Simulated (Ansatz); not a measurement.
## RbBr: the gap against volume

RbBr, Fm-3m, a = 7.017 Å. Ansatz: PBE, PAW, 420 eV, Γ-centred 6×6×6 mesh on 2 atoms, Gaussian smearing 0.02 eV; no spin polarisation. Symmetry fixes shape and atoms, so the cell is only scaled; x = ln(V/V0) with V0 = 43.195 Å³/atom. The gap is read at the mesh points alone.

| x | gap y (eV) |
| --- | --- |
| -0.1278 | 4.516 |
| -0.0943 | 4.426 |
| -0.0619 | 4.343 |
| -0.0305 | 4.264 |
| 0.0000 | 4.191 |
| 0.0296 | 4.122 |
| 0.0583 | 4.057 |
| 0.0953 | ? |

Problem. Fit a straight line to the other rows, give the volume deformation potential of the gap and its pressure coefficient, and predict the missing gap. B0 = 11.9 GPa.

Solution. Means x = -0.03237, y = 4.2741; Σ(Δx)² = 0.02693, ΣΔxΔy = -0.06635; the slope is their ratio. y = 4.1944 − 2.4639 x. The slope is the deformation potential a = dE_g/d ln V = -2.46 eV, and dE_g/dP = −a/B0 = 207 meV/GPa. At x = 0.0953 the fit asked for gives 3.960 eV. The run gave 3.976 eV, so the fit is 0.016 eV too low, 3 % of the span of the series, against an rms of 0.005 eV on the fitted rows. The row lies outside the fitted range. With a term in x² added, a fit to the same known rows predicts 3.977 eV, so most of the miss is curvature that the known rows already hold.

Spin-orbit coupling is left out; it would lift a valence top of Br p states by 0.1 to 0.15 eV. Semilocal functionals give gaps under the measured ones; changes of the gap mostly carry over better.